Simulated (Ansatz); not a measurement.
Write a Python script for Ansatz 0.2.0, Python API that makes a Berry-phase polarisation of Li2S, space group Fm-3m. Level of theory (first run): PBE, PAW, cutoff 510 eV, 6×6×6 k-points, fixed occupations.

```cif
data_structure
_symmetry_space_group_name_H-M 'P 1'
_symmetry_Int_Tables_number 1
_cell_length_a 4.0227
_cell_length_b 4.0227
_cell_length_c 4.0227
_cell_angle_alpha 60.000
_cell_angle_beta 60.000
_cell_angle_gamma 60.000
_cell_volume 46.03
loop_
_atom_site_label
_atom_site_type_symbol
_atom_site_fract_x
_atom_site_fract_y
_atom_site_fract_z
_atom_site_occupancy
Li1 Li 0.25000 0.25000 0.25000 1
Li2 Li 0.75000 0.75000 0.75000 1
S1 S 0.00000 0.00000 0.00000 1
```

Script `li2s.py`:
```python
"""Berry-phase polarisation of Li2S, and a Born charge from a small shift."""

import warnings

import ansatz as az
import numpy as np

warnings.simplefilter("ignore", az.DeckWarning)

vectors = np.array([
    [0.0, 2.8445, 2.8445],
    [2.8445, 0.0, 2.8445],
    [2.8445, 2.8445, 0.0],
])
xtal = (
    az.Lattice.of(vectors)
    .atom("Li", (0.25, 0.25, 0.25))
    .atom("Li", (0.75, 0.75, 0.75))
    .atom("S", (0.0, 0.0, 0.0))
)

def polarisation(structure):
    return (
        structure.calculation()
        .kpoints(6, 6, 6)  # sampling of the Brillouin zone
        .functional("pbe")
        .basis(510)  # cutoff of the orbital basis
        .occupations("fixed")  # whole-number filling, right only where there is a gap
        .polarization(string_points=10)
        .run()
        .polarization()
    )


vectors = np.array(xtal.lattice.vectors)
shifted = xtal.move(0, to=np.array(xtal.sites[0].position) + 0.01 * np.linalg.inv(vectors)[2])
before, after = polarisation(xtal), polarisation(shifted)
for label, p in (("as typed", before), ("shifted", after)):
    print(label, "reduced polarisation:", [round(axis.reduced, 4) for axis in p.axes], "modulo", p.modulus)
# take the change on the nearest branch, then turn it into a dipole per cell
change = np.array([b.reduced - a.reduced for a, b in zip(before.axes, after.axes)])
change -= before.modulus * np.round(change / before.modulus)
dipole = change @ vectors
print("dipole change (e A):", np.round(dipole, 4) + 0.0)
print("column of the Born charge of", xtal.sites[0].symbol, "for a shift along z:", np.round(dipole / 0.01, 2) + 0.0)
```

Running `python li2s.py` prints:
```text
as typed reduced polarisation: [3.0, 3.0, 3.0] modulo 1
shifted reduced polarisation: [3.0017, 3.0017, 2.9983] modulo 1
dipole change (e A): [0.     0.     0.0095]
column of the Born charge of Li for a shift along z: [0.   0.   0.95]
```

Of the deposited cell: the entry's cell lengths or inner coordinates differ somewhat from later room-temperature determinations. The structure is a deposited one; some such entries were measured under pressure or heat, so a shift against it needn't be the functional's error alone. Polarisation is defined up to a quantum, so only the change along a continuous path has meaning. Hardware and time: 21 s on 1 thread of Intel(R) Xeon(R) 6975P-C (Granite Rapids), with other jobs on the host, peak memory 0.43 GiB.
